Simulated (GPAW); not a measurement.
Computed results, one entry a study.

How the form of the self-energy moves the gap of CdSe (Cadmoselite). Symmetry: P6_3mc, No. 186, hexagonal system. The conventional cell has a = 4.300 Å, b = 4.300 Å, c = 7.020 Å, α = 90.00°, β = 90.00°, γ = 120.00°. Nearest to Cd lie 4 Se at 2.61 to 2.70 Å. Se has 4 Cd at 2.61 to 2.70 Å nearest. Farther neighbours and most contacts between anions are not listed. The calculation used DFT, LDA, plane waves, PAW (and 1 further level or step) in GPAW 26.7.0, with cutoff 450 eV, GPAW PAW setups 1.2.1 data release, 3×3×2 k-mesh, nbands 366 in one of its runs. The G0W0, Godby-Needs plasmon pole is 1.319 eV, the G0W0 with rALDA vertex is 1.352 eV and the known limits are not at the basis limit; no spin-orbit coupling; coarse k mesh. It took 3 runs, 15 min in all on 4 MPI ranks of Arm Neoverse V1, shared host (the runs of this entry). G0W0 with rALDA vertex: +0.033 eV against G0W0, Godby-Needs plasmon pole, at other bands or cutoff, so not like for like. With the rALDA kernel as a vertex the gap is 1.24 eV (in the polarisability), 1.45 eV (in the self-energy) and 1.38 eV (in both), against 1.32 eV without. The database entry behind the starting cell differs from later determinations by our own check (inner coordinate of an old entry). The cell and positions come from the Crystallography Open Database and are kept as given unless a step says otherwise. Limits: no spin-orbit coupling. Bands and cutoff are finite, so the gap is not at the basis limit. The miss can reach some tenths of an eV and take either sign; the mesh is an error of its own. The 3×3×2 mesh is coarse for this cell, which bears on the long-range parts of exchange and screening.

```xyz
4
Lattice="4.3000 0.0000 0.0000 -2.1500 3.7239 0.0000 0.0000 0.0000 7.0200" Properties=species:S:1:pos:R:3 pbc="T T T"
Cd    0.0000    2.4826    0.0000
Cd    2.1500    1.2413    3.5100
Se    0.0000    2.4826    2.7027
Se    2.1500    1.2413    6.2127
```

[Paths, hosts, dates, memory and timing lines, banners, echoed tables and standing remarks are left out of the program output.]

[Logs are printed without paths, hosts, clocks, repeated set-up lines and the standing remarks that a program may print on its own settings, such as how far it seeks lower states.]

[Runs of the session that timed out or met a known fault of the program may be left out.]

[Hosts, paths, dates, database ids (printed as entryN), source tags and the programs' standing remarks are cut or masked in the printed files.]
